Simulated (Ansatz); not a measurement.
Runs of Ansatz 0.2.0 on I. It takes space group Cmce (No. 64, orthorhombic). Conventional cell: a = 7.270 Å, b = 4.790 Å, c = 9.793 Å, α = 90.00°, β = 90.00°, γ = 90.00°. I (site symmetry m) has 1 I at 2.68 Å as nearest neighbours. 

```tsv
task	level	spin	cell	k mesh	cutoff (eV)	points for each segment of the path	gap on the mesh (eV)	pressure (GPa)	relaxed volume (Å³/atom)	largest force (eV/Å)
relaxation of cell and atoms	revPBE	off	relaxed	7 × 7 × 3	420	-	1.18	0.0	72.09	-
band structure	r2SCAN	off	as given	7 × 7 × 3	500	14	1.58	1.2	-	0.64
band structure	r2SCAN50	off	as given	4 × 4 × 2	500	4	4.53	0.1	-	0.27
relaxation of cell and atoms	BLYP	off	relaxed	7 × 7 × 3	420	-	(a)	0.0	(c)	-
band structure	r2SCAN	SOC, no magnetisation	as given	5 × 5 × 3	500	14	1.36	(d)	-	(b)
```

Alike in all rows: potentials or basis Ansatz PAW; smearing fermi-dirac 0.05 eV.

Problem. Fill in the values left out.

Solution. (a) 1.06; (b) 0.77; (c) 79.82; (d) 1.5.

Caveats: the PAW data sets come from PBE, with cores solved anew for the run's functional, which leaves a small shift of forces and pressure; spin-orbit coupling is left out, which moves the levels of the heavy elements (some runs); the volume moved by over 15 % at a fixed basis, so the end points are rough (some runs); odd divisions of the mesh miss points on the zone boundary, where band edges often lie, so the gap on the mesh can be too wide (some runs); the plane-wave basis is chosen anew once the cell has moved, so the energies of steps on either side of that aren't comparable (some runs); the k mesh misses the band edges, so the gap on the mesh is wider than the one along the path (some runs); the volume moved by +69 % from the deposited cell, more than functionals usually miss (some runs).

A k mesh can miss the band edges, and rows without SOC leave out spin-orbit coupling on I.

Runs at the PBE level aren't shown here.
